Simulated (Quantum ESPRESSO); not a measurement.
# MnS (R-3m) in Quantum ESPRESSO: single point with PBE

Aim: the single point of MnS with PBE.

All numbers are computed with Quantum ESPRESSO 7.5; they aren't measurements. Logs are shortened: lines on timing, memory, paths and dates and some standing lists are left out, and cuts for length are marked.

**1. Starting point**

The structure is trigonal, space group R-3m (No. 166). The conventional cell has a = 3.660 Å, b = 3.660 Å, c = 8.913 Å, α = 90.00°, β = 90.00°, γ = 120.00°. Around Mn (site symmetry -3m) lie 6 S at 2.58 Å. S (site symmetry -3m) is surrounded by 6 Mn at 2.58 Å.

The cell is a database's computed one.

**2. Single point, PBE, collinear spin, ferromagnetic start**

The input, run.py:

```python
import numpy as np
from ase.calculators.espresso import Espresso, EspressoProfile
from ase.io import read

atoms = read('POSCAR')
atoms.set_initial_magnetic_moments([4.0, 0.0])

input_data = {
    'control': {'calculation': 'scf', 'prefix': 'pwscf', 'outdir': './tmp', 'tprnfor': True, 'tstress': True, 'disk_io': 'nowf'},
    'system': {'ecutwfc': 65.0, 'ecutrho': 780.0, 'nbnd': 20, 'occupations': 'smearing', 'smearing': 'fd', 'degauss': 0.00367493, 'nspin': 2},
    'electrons': {'conv_thr': 4e-10, 'electron_maxstep': 120, 'mixing_beta': 0.3},
}
pseudopotentials = {'Mn': 'mn_pbe_v1.5.uspp.F.UPF', 'S': 's_pbe_v1.4.uspp.F.UPF'}
profile = EspressoProfile(command='mpirun -n 2 pw.x -nk 2', pseudo_dir='pseudo')
dft = Espresso(profile=profile, input_data=input_data, pseudopotentials=pseudopotentials, kpts=(9, 9, 9), koffset=(0, 0, 0))
atoms.calc = dft

print(f'energy {atoms.get_potential_energy():.8f} eV')
print('forces (eV/A)')
print(np.round(atoms.get_forces(), 6))
print('stress (eV/A^3, Voigt)')
print(np.round(atoms.get_stress(), 8))
print(f'Fermi level {dft.get_fermi_level():.4f} eV')
```

The input, POSCAR:

```
MnS
1.0
    1.8299960138      1.0565486912      2.9709202777
   -1.8299960138      1.0565486912      2.9709202777
    0.0000000000     -2.1130973823      2.9709202777
Mn S
1 1
Direct
    0.0000000000      0.0000000000      0.0000000000
    0.5000000000      0.5000000000      0.5000000000
```

Potentials or basis: SSSP 1.3 efficiency PBE.

Command:

```console
$ OMP_NUM_THREADS=1 python run.py
```

The program printed:

```text
energy -3202.50722958 eV
forces (eV/A)
[[-0. -0. -0.]
 [ 0.  0.  0.]]
stress (eV/A^3, Voigt)
[ 0.00973155  0.00973155  0.00687884 -0.         -0.          0.        ]
Fermi level 10.6744 eV
```

espresso.pwi:

```text
&CONTROL
   calculation      = 'scf'
   tstress          = .true.
   tprnfor          = .true.
   outdir           = './tmp'
   prefix           = 'pwscf'
   disk_io          = 'nowf'
   pseudo_dir       = 'pseudo'
/
&SYSTEM
   nbnd             = 20
   ecutwfc          = 65.0
   ecutrho          = 780.0
   occupations      = 'smearing'
   degauss          = 0.00367493
   smearing         = 'fd'
   nspin            = 2
   starting_magnetization(1) = 4.0
   starting_magnetization(2) = 0.0
   ntyp             = 2
   nat              = 2
   ibrav            = 0
/
&ELECTRONS
   electron_maxstep = 120
   conv_thr         = 4e-10
   mixing_beta      = 0.3
/
&IONS
/
&CELL
/
&FCP
/
&RISM
/
ATOMIC_SPECIES
Mn  54.938044 mn_pbe_v1.5.uspp.F.UPF
S  32.06 s_pbe_v1.4.uspp.F.UPF

K_POINTS automatic
9 9 9  0 0 0

CELL_PARAMETERS angstrom
1.82999601380000 1.05654869120000 2.97092027770000
-1.82999601380000 1.05654869120000 2.97092027770000
0.00000000000000 -2.11309738230000 2.97092027770000

ATOMIC_POSITIONS angstrom
Mn  0.0000000000 0.0000000000 0.0000000000  
S  0.0000000000 0.0000000001 4.4563804166
```

espresso.pwo:

```text
This program is part of the open-source Quantum ESPRESSO suite
     for quantum simulation of materials; please cite
         "P. Giannozzi et al., J. Phys.:Condens. Matter 21 395502 (2009);
         "P. Giannozzi et al., J. Phys.:Condens. Matter 29 465901 (2017);
         "P. Giannozzi et al., J. Chem. Phys. 152 154105 (2020);
     in publications or presentations arising from this work. More details at

Warning: card &CELL ignored
Warning: card &FCP ignored
Warning: card &RISM ignored

     Message from routine setup:
     using ibrav=0 with symmetry is DISCOURAGED, use correct ibrav instead

     K-points division:     npool     =       2
     Subspace diagonalization in iterative solution of the eigenvalue problem:
     a serial algorithm will be used

     G-vector sticks info
     --------------------
     sticks:   dense  smooth     PW     G-vecs:    dense   smooth      PW
     Sum        2555     847    261                85579    16475    2849

     Using Slab Decomposition

     bravais-lattice index     =            0
     lattice parameter (alat)  =       6.8895  a.u.
     unit-cell volume          =     232.5833 (a.u.)^3
     number of atoms/cell      =            2
     number of atomic types    =            2
     number of electrons       =        21.00
     number of Kohn-Sham states=           20
     kinetic-energy cutoff     =      65.0000  Ry
     charge density cutoff     =     780.0000  Ry
     scf convergence threshold =      4.0E-10
     mixing beta               =       0.3000
     number of iterations used =            8  plain     mixing
     Exchange-correlation=  SLA  PW   PBX  PBC
                           (   1   4   3   4   0   0   0)

     celldm(1)=   6.889483  celldm(2)=   0.000000  celldm(3)=   0.000000
     celldm(4)=   0.000000  celldm(5)=   0.000000  celldm(6)=   0.000000

     crystal axes: (cart. coord. in units of alat)
               a(1) = (   0.501952   0.289802   0.814898 )
               a(2) = (  -0.501952   0.289802   0.814898 )
               a(3) = (   0.000000  -0.579604   0.814898 )

     reciprocal axes: (cart. coord. in units 2 pi/alat)
               b(1) = (  0.996111  0.575105  0.409049 )
               b(2) = ( -0.996111  0.575105  0.409049 )
               b(3) = (  0.000000 -1.150210  0.409049 )

     PseudoPot. # 1 for Mn read from file:
     mn_pbe_v1.5.uspp.F.UPF
     Pseudo is Ultrasoft + core correction, Zval = 15.0
     Generated by new atomic code, or converted to UPF format
     Using radial grid of  859 points,  6 beta functions with:
                l(1) =   0
                l(2) =   0
                l(3) =   1
                l(4) =   1
                l(5) =   2
                l(6) =   2
     Q(r) pseudized with  8 coefficients,  rinner =    0.950   0.950   0.950
                                                       0.950   0.950

     PseudoPot. # 2 for S  read from file:
     s_pbe_v1.4.uspp.F.UPF
     Pseudo is Ultrasoft + core correction, Zval =  6.0
     Generated by new atomic code, or converted to UPF format
     Using radial grid of  907 points,  6 beta functions with:
                l(1) =   0
                l(2) =   0
                l(3) =   1
                l(4) =   1
                l(5) =   2
                l(6) =   2
     Q(r) pseudized with  8 coefficients,  rinner =    1.300   1.300   1.300
                                                       1.300   1.300

     atomic species   valence    mass     pseudopotential
     Mn               15.00    54.93804     Mn( 1.00)
     S                 6.00    32.06000     S ( 1.00)

     Starting magnetic structure
     atomic species   magnetization
     Mn              0.267
     S               0.000

     12 Sym. Ops., with inversion, found

   Cartesian axes

     site n.     atom                  positions (alat units)
         1        Mn     tau(   1) = (   0.0000000   0.0000000   0.0000000  )
         2        S      tau(   2) = (   0.0000000   0.0000000   1.2223469  )

     number of k points=    85  Fermi-Dirac smearing, width (Ry)=  0.0037
                       cart. coord. in units 2pi/alat
        k(    1) = (   0.0000000   0.0000000   0.0000000), wk =   0.0013717
        k(    2) = (   0.0000000  -0.1278011   0.0454499), wk =   0.0082305
        k(    3) = (   0.0000000  -0.2556021   0.0908998), wk =   0.0082305
        k(    4) = (   0.0000000  -0.3834032   0.1363497), wk =   0.0082305
        k(    5) = (   0.0000000  -0.5112043   0.1817996), wk =   0.0082305
        k(    6) = (  -0.1106790  -0.0639005   0.0908998), wk =   0.0082305
[... 77 lines left out ...]
        k(   84) = (   0.0000000  -0.0000000   0.5453989), wk =   0.0027435
        k(   85) = (   0.0000000   1.0224086   0.1817996), wk =   0.0082305

     Dense  grid:    85579 G-vectors     FFT dimensions: (  64,  64,  64)

     Smooth grid:    16475 G-vectors     FFT dimensions: (  36,  36,  36)

     Check: negative core charge=   -0.000011
     Generating pointlists ...
     new r_m :   0.2923 (alat units)  2.0135 (a.u.) for type    1
     new r_m :   0.2923 (alat units)  2.0135 (a.u.) for type    2

     Initial potential from superposition of free atoms

     starting charge      20.4999, renormalised to      21.0000
     Starting wfcs are   17 randomized atomic wfcs +    3 random wfcs

     Self-consistent Calculation

     iteration #  1     ecut=    65.00 Ry     beta= 0.30
     Davidson diagonalization with overlap
     ethr =  1.00E-02,  avg # of iterations =  6.6

     total energy              =    -235.17646783 Ry
     estimated scf accuracy    <       0.74290656 Ry

     total magnetization       =     4.25 Bohr mag/cell
     absolute magnetization    =     4.25 Bohr mag/cell

     iteration #  2     ecut=    65.00 Ry     beta= 0.30
     Davidson diagonalization with overlap
     ethr =  3.54E-03,  avg # of iterations =  1.7

     total energy              =    -235.35602606 Ry
     estimated scf accuracy    <       0.08740717 Ry

     total magnetization       =     4.28 Bohr mag/cell
     absolute magnetization    =     4.28 Bohr mag/cell

     iteration #  3     ecut=    65.00 Ry     beta= 0.30
     Davidson diagonalization with overlap
     ethr =  4.16E-04,  avg # of iterations =  1.3

     total energy              =    -235.37450027 Ry
     estimated scf accuracy    <       0.00930787 Ry

     total magnetization       =     4.52 Bohr mag/cell
     absolute magnetization    =     4.52 Bohr mag/cell

     iteration #  4     ecut=    65.00 Ry     beta= 0.30
     Davidson diagonalization with overlap
     ethr =  4.43E-05,  avg # of iterations =  2.6

     negative rho (up, down):  0.000E+00 7.448E-05

     total energy              =    -235.37896267 Ry
     estimated scf accuracy    <       0.00492536 Ry

     total magnetization       =     4.55 Bohr mag/cell
     absolute magnetization    =     4.55 Bohr mag/cell

     iteration #  5     ecut=    65.00 Ry     beta= 0.30
     Davidson diagonalization with overlap
     ethr =  2.35E-05,  avg # of iterations =  2.1
[... 69 lines left out ...]
     iteration # 11     ecut=    65.00 Ry     beta= 0.30
     Davidson diagonalization with overlap
     ethr =  1.72E-09,  avg # of iterations =  1.8

     negative rho (up, down):  0.000E+00 7.905E-05

     total energy              =    -235.37996048 Ry
     estimated scf accuracy    <          2.5E-09 Ry

     total magnetization       =     4.67 Bohr mag/cell
     absolute magnetization    =     4.67 Bohr mag/cell

     iteration # 12     ecut=    65.00 Ry     beta= 0.30
     Davidson diagonalization with overlap
     ethr =  1.21E-11,  avg # of iterations =  4.4

     negative rho (up, down):  0.000E+00 7.906E-05

     total energy              =    -235.37996049 Ry
     estimated scf accuracy    <          2.6E-09 Ry

     total magnetization       =     4.67 Bohr mag/cell
     absolute magnetization    =     4.67 Bohr mag/cell

     iteration # 13     ecut=    65.00 Ry     beta= 0.30
     Davidson diagonalization with overlap
     ethr =  1.21E-11,  avg # of iterations =  1.7

     negative rho (up, down):  0.000E+00 7.906E-05

     Magnetic moment per site  (integrated on atomic sphere of radius R)
     atom   1 (R=0.292)  charge= 13.1781  magn=  4.1699
     atom   2 (R=0.292)  charge=  4.6214  magn=  0.1450

     End of self-consistent calculation

     Number of k-points >= 100: set verbosity='high' to print the bands.

     the Fermi energy is    10.6744 ev

!    total energy              =    -235.37996049 Ry
     estimated scf accuracy    <          2.5E-11 Ry
     smearing contrib. (-TS)   =      -0.00051571 Ry
     internal energy E=F+TS    =    -235.37944478 Ry

     The total energy is F=E-TS. E is the sum of the following terms:
     one-electron contribution =    -130.90243573 Ry
     hartree contribution      =      73.41108501 Ry
     xc contribution           =     -35.21463822 Ry
     ewald contribution        =    -142.67345584 Ry

     total magnetization       =     4.67 Bohr mag/cell
     absolute magnetization    =     4.67 Bohr mag/cell

     convergence has been achieved in  13 iterations

     negative rho (up, down):  0.000E+00 7.906E-05

     Forces acting on atoms (cartesian axes, Ry/au):

     atom    1 type  1   force =    -0.00000000   -0.00000000   -0.00000000
     atom    2 type  2   force =     0.00000000    0.00000000    0.00000000

     Total force =     0.000000     Total SCF correction =     0.000000

     Computing stress (Cartesian axis) and pressure

     negative rho (up, down):  0.000E+00 7.906E-05
          total   stress  (Ry/bohr**3)                   (kbar)     P=      -14.07
  -0.00010599  -0.00000000   0.00000000          -15.59       -0.00        0.00
   0.00000000  -0.00010599   0.00000000            0.00      -15.59        0.00
   0.00000000   0.00000000  -0.00007492            0.00        0.00      -11.02

=------------------------------------------------------------------------------=
   JOB DONE.
=------------------------------------------------------------------------------=
```

It took 71 s on 2 MPI ranks of Arm Neoverse V2, shared host; peak memory 0.56 GiB.

What came out:

```yaml
Free_energy: -3202.5075 eV
Pressure: -1.4 GPa
Band_gap_on_the_k_mesh: none (metal or under the smearing width)
Net_moment: 4.67 μB per cell
Absolute_moment: 4.67 μB per cell
Site_moments: Mn +4.17; S +0.14 μB
Valence_electrons_inside_the_program's_atomic_spheres: Mn 13.18; S 4.62
```

Caveat: a cell with one magnetic atom can't hold antiferromagnetic order, which such compounds often take; semilocal functionals often make such compounds metallic where correlation or magnetic order opens a gap, which also shifts bond lengths. With open d or f shells a metallic result of PBE can be an artefact of self-interaction; +U or a hybrid may open a gap.

**3. The reference run**

An earlier run on the cell as given: functional PBE; potentials or basis SSSP 1.3 efficiency PBE; cutoff 884 eV; density cutoff 10612 eV; k mesh 9 × 9 × 9; occupations fermi-dirac, width 0.05 eV; collinear spin, ferromagnetic start; starting moments [4.0, 0.0] μB.

* Pressure: -1.4 GPa
* Band gap on the k mesh: none (metal or under the smearing width)
* Net moment: 4.67 μB per cell
* Absolute moment: 4.67 μB per cell
* Site moments: Mn +4.17; S +0.14 μB
* Valence electrons inside the program's atomic spheres: Mn 13.18; S 4.62
